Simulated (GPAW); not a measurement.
**A GW chain in GPAW: SnSe2**

Aim: the G0W0 gap of SnSe2 on PBE, step by step.

Method: PBE and many-body steps on it, plane waves, in GPAW 26.7.0.

Report form: the programs' logs are mostly left out.

**1. Set-up**

The cell holds 3 atoms: 1 Sn and 2 Se. Its edges and angles: a = 3.811 Å, b = 3.811 Å, c = 14.100 Å, α = 90.0°, β = 90.0°, γ = 120.0°. It derives from SnSe2. Vacuum lies along c.

**2. Ground state**

This step: GPAW 26.7.0; DFT, PBE, plane waves, PAW.

The ground-state density comes first.

Contents of run.py:

```python
import json
import numpy as np
from gpaw.mpi import world
from ase import Atoms
from gpaw import GPAW, PW, FermiDirac

atoms = Atoms(['Sn', 'Se', 'Se'],
    cell=[[3.8110000000, 0.0000000000, 0.0000000000],
      [-1.9055000000, 3.3004228138, 0.0000000000],
      [0.0000000000, 0.0000000000, 14.1000000000]],
    scaled_positions=[[0.0000000000, 0.0000000000, 0.5000000000],
      [0.3333333333, 0.6666666667, 0.6083591489],
      [0.6666666667, 0.3333333333, 0.3916408511]],
    pbc=(True, True, False))
calc = GPAW(mode=PW(450),
    xc='PBE',
    kpts={'size': (9, 9, 1), 'gamma': True},
    occupations=FermiDirac(0.001),
    nbands=-7,
    convergence={'density': 1e-6, 'bands': -3},
    maxiter=100,
    txt='gs.txt')
atoms.calc = calc
res = {'energy': atoms.get_potential_energy(), 'forces': atoms.get_forces(), 'stress': atoms.get_stress()}
kpts = calc.get_ibz_k_points()
res['kpts'] = kpts
res['eigenvalues'] = [calc.get_eigenvalues(kpt=k) for k in range(len(kpts))]
res['n_electrons'] = calc.get_number_of_electrons()
calc.write('gs.gpw')

if world.rank == 0:
    with open('result.json', 'w') as f:
        json.dump(res, f, default=lambda x: x.tolist())
```

The run is started by

```
$ mpirun -n 4 gpaw python run.py
```

Wall time 6.1 s (4 MPI ranks of Arm Neoverse V2, shared host); peak memory 0.75 GiB; 24 s of CPU time.

This step gave:

- total energy: -11.94 eV
- gap: 1.042 eV
- k of the valence top: 0.1111, 0, 0
- k of the conduction bottom: 0.4444, 0, 0
- least direct gap: 1.320 eV

The gap is indirect, with the least direct gap 0.28 eV higher.

**3. Bands along the symmetry lines**

The cheap functional maps the bands first; the places of the edges decide which points the dearer methods must see.

Contents of run.py:

```python
import json
import numpy as np
from gpaw.mpi import world
from gpaw import GPAW

path = [[0.000000, 0.000000, 0.000000],
    [0.062500, 0.000000, 0.000000],
    [0.125000, 0.000000, 0.000000],
    [0.187500, 0.000000, 0.000000],
    [0.250000, 0.000000, 0.000000],
    [0.312500, 0.000000, 0.000000],
    [0.375000, 0.000000, 0.000000],
    [0.437500, 0.000000, 0.000000],
    [0.500000, 0.000000, 0.000000],
    [0.479167, 0.041667, 0.000000],
    [0.458333, 0.083333, 0.000000],
    [0.437500, 0.125000, 0.000000],
    [0.416667, 0.166667, 0.000000],
    [0.395833, 0.208333, 0.000000],
    [0.375000, 0.250000, 0.000000],
    [0.354167, 0.291667, 0.000000],
    [0.333333, 0.333333, 0.000000],
    [0.291667, 0.291667, 0.000000],
    [0.250000, 0.250000, 0.000000],
    [0.208333, 0.208333, 0.000000],
    [0.166667, 0.166667, 0.000000],
    [0.125000, 0.125000, 0.000000],
    [0.083333, 0.083333, 0.000000],
    [0.041667, 0.041667, 0.000000],
    [0.000000, 0.000000, 0.000000]]
calc = GPAW('gs.gpw').fixed_density(kpts=path,
    symmetry='off',
    nbands=23,
    convergence={'bands': 19},
    txt='bands.txt')
res = {}
kpts = calc.get_ibz_k_points()
res['kpts'] = kpts
res['eigenvalues'] = [calc.get_eigenvalues(kpt=k) for k in range(len(kpts))]
res['n_electrons'] = calc.get_number_of_electrons()

if world.rank == 0:
    with open('result.json', 'w') as f:
        json.dump(res, f, default=lambda x: x.tolist())
```

The run is started by

```
$ mpirun -n 4 gpaw python run.py
```

Elapsed: 9.7 s, on 4 MPI ranks; peak memory 0.82 GiB.

This step gave:

```
gap                        : 0.9756 eV
k of the valence top       : 0.125, 0, 0
k of the conduction bottom : 0.5, 0, 0
least direct gap           : 1.274 eV
```

The gap is 0.976 eV, −0.067 eV from the run before at this level.

Electronic bands along the path, in eV, zero at the top of the highest filled band:

| point | band 10 | band 11 | band 12 | band 13 | band 14 | band 15 | band 16 | band 17 |
| --- | --- | --- | --- | --- | --- | --- | --- | --- |
| Γ | -0.56 | -0.56 | -0.12 | -0.12 | 1.77 | 3.10 | 4.69 | 4.69 |
| halfway | -1.88 | -1.73 | -0.69 | -0.08 | 2.05 | 4.26 | 5.67 | 5.77 |
| M | -2.41 | -2.22 | -0.59 | -0.30 | 0.98 | 4.23 | 5.80 | 5.80 |
| halfway | -3.24 | -2.53 | -0.81 | -0.54 | 1.84 | 5.43 | 5.58 | 6.05 |
| K | -3.75 | -3.34 | -0.73 | -0.73 | 2.21 | 5.68 | 5.68 | 6.97 |
| halfway | -2.88 | -1.44 | -0.91 | -0.38 | 2.45 | 4.85 | 5.39 | 5.81 |
| Γ | -0.56 | -0.56 | -0.12 | -0.12 | 1.77 | 3.10 | 4.69 | 4.69 |

**4. Empty states on the mesh, 9×9×1 mesh, 298 bands**

The sums over transitions need many empty states on a uniform mesh; this step solves for them.

Contents of run.py:

```python
import json
import numpy as np
from gpaw.mpi import world
from gpaw import GPAW

calc = GPAW('gs.gpw').fixed_density(kpts={'size': (9, 9, 1), 'gamma': True},
    parallel={'domain': 1, 'band': 1},
    txt='nscf.txt')
calc.diagonalize_full_hamiltonian(nbands=298)
calc.write('full.gpw', mode='all')
res = {}
kpts = calc.get_ibz_k_points()
res['kpts'] = kpts
res['eigenvalues'] = [calc.get_eigenvalues(kpt=k) for k in range(len(kpts))]
res['n_electrons'] = calc.get_number_of_electrons()

if world.rank == 0:
    with open('result.json', 'w') as f:
        json.dump(res, f, default=lambda x: x.tolist())
```

The run is started by

```
$ mpirun -n 4 gpaw python run.py
```

Elapsed: 2.2 min, on 4 MPI ranks; peak memory 5.4 GiB; 8.7 min of CPU time.

This step gave:

| Quantity | Value |
| --- | --- |
| gap | 1.042 eV |
| k of the valence top | 0.1111, 0, 0 |
| k of the conduction bottom | 0.4444, 0, 0 |
| least direct gap | 1.320 eV |
| k points computed | 12 |
| lowest point of the top converged band, above the valence top | 77.5100 eV |

On this mesh the gap is 1.042 eV.

**5. Screening and self-energy, 9×9×1 mesh, 133 bands, screening to 48 eV**

Now the one-shot GW correction: screening in the RPA, then the self-energy of the levels asked for.

This step: G0W0 on PBE, plane waves, PAW.

Contents of run.py:

```python
import json
import numpy as np
from gpaw.mpi import world
from gpaw.response.g0w0 import G0W0

gw = G0W0('full.gpw',
    filename='gw',
    kpts=[0, 1, 9],
    bands=(11, 15),
    ecut=48,
    nbands=133,
    truncation='2D',
    integrate_gamma='sphere',
    q0_correction=True,
    frequencies={'type': 'nonlinear', 'domega0': 0.15, 'omega2': 15.0},
    eta=0.1,
    nblocksmax=True)
gw.calculate()
res = {mode: {k: v for k, v in r.items() if k != 'sigma_eskwn'}
       for mode, r in gw.all_results.items()}

if world.rank == 0:
    with open('result.json', 'w') as f:
        json.dump(res, f, default=lambda x: x.tolist())
```

The run is started by

```
$ mpirun -n 4 gpaw python run.py
```

Wall time 2.1 min (4 MPI ranks); peak memory 2.1 GiB; 8.3 min of CPU time.

Numbers from this step:

| Quantity | Value |
| --- | --- |
| G0W0 gap on the points computed | 2.222 eV |
| least direct G0W0 gap on the computed points | 2.567 eV |
| Z at the valence top | 0.7433 |
| Z at the conduction bottom | 0.7664 |
| starting gap on the mesh | 1.042 eV |
| k of the valence top | 0.1111, 0, 0 |
| k of the conduction bottom | 0.4444, 0, 0 |

The gap on the mesh goes from 1.04 eV to 2.22 eV, a correction of +1.18 eV.

Limits: finite bands, cutoff and mesh; no spin-orbit coupling. v1 is the top filled band, c1 the lowest empty one. Levels before and after the correction, in eV, zero at the valence-band top of each column:

|  | conduction bottom | valence top |
| --- | --- | --- |
| Kohn-Sham | 1.04 | 0.00 |
| G0W0 | 2.22 | 0.00 |

|  | level | energy (eV) |
| --- | --- | --- |
| Kohn-Sham | (0.111 0 0) v2 | -0.706 |
| Kohn-Sham | (0.111 0 0) v1 | 0.000 |
| Kohn-Sham | (0.111 0 0) c1 | 2.363 |
| Kohn-Sham | (0.111 0 0) c2 | 3.750 |
| Kohn-Sham | (0.444 0 0) v2 | -0.576 |
| Kohn-Sham | (0.444 0 0) v1 | -0.277 |
| Kohn-Sham | (0.444 0 0) c1 | 1.042 |
| Kohn-Sham | (0.444 0 0) c2 | 4.258 |
| G0W0 | (0.111 0 0) v2 | -0.773 |
| G0W0 | (0.111 0 0) v1 | 0.000 |
| G0W0 | (0.111 0 0) c1 | 3.700 |
| G0W0 | (0.111 0 0) c2 | 4.904 |
| G0W0 | (0.444 0 0) v2 | -0.773 |
| G0W0 | (0.444 0 0) v1 | -0.345 |
| G0W0 | (0.444 0 0) c1 | 2.222 |
| G0W0 | (0.444 0 0) c2 | 5.358 |

**6. Where the time went**

Times are wall times on 4 MPI ranks of Arm Neoverse V2, shared host, good to a factor of about two.

| step | time | share | memory (GiB) |
| --- | --- | --- | --- |
| ground state | 6.1 s | 2 % | 0.75 |
| bands along the symmetry lines | 9.7 s | 4 % | 0.82 |
| empty states on the mesh | 2.2 min | 48 % | 5.4 |
| screening and self-energy | 2.1 min | 46 % | 2.1 |

**7. Outcome**

* PBE gap: 0.98 eV, indirect
* G0W0 gap on the mesh: 2.22 eV
* G0W0 gap over the zone (rigid shift): 2.16 eV
* GW settings: 9×9×1 mesh, 133 bands, screening to 48 eV, full frequency, Hilbert transform
* known limits: not at the basis limit; no spin-orbit coupling

In words: G0W0 moves the gap on the mesh from 1.04 eV to 2.22 eV (+1.18 eV), with Z of 0.74 and 0.77 at the edges. The mesh misses the band edges by 0.07 eV in all; a rigid shift gives 2.16 eV for the zone. Only 3 of the mesh's irreducible points were corrected, so a valley elsewhere could overtake. Bands and cutoff are finite, so the gap is not at the basis limit. The miss can reach some tenths of an eV and take either sign; the mesh is an error of its own. These stock PAW sets were not made for GW; the filled d or f shell of Se lies in the frozen core, which bears on start and correction. In the G0W0 run levels were corrected at 3 k points alone, so a gap called «on the mesh» is the least over those, and an edge elsewhere would be missed. A denser mesh or path gives a starting gap of 0.98 eV: the GW mesh misses a band edge, so its gaps are not the fundamental one. The many-body steps are scalar-relativistic: spin-orbit coupling is not in them.

[Paths, hosts, dates, memory and timing lines, banners, echoed tables and standing remarks are left out of the program output.]

[Logs are printed without paths, hosts, clocks, repeated set-up lines and the standing remarks that a program may print on its own settings, such as how far it seeks lower states.]

[Runs of the session that timed out or met a known fault of the program may be left out.]

[Hosts, paths, dates, database ids (printed as entryN), source tags and the programs' standing remarks are cut or masked in the printed files.]
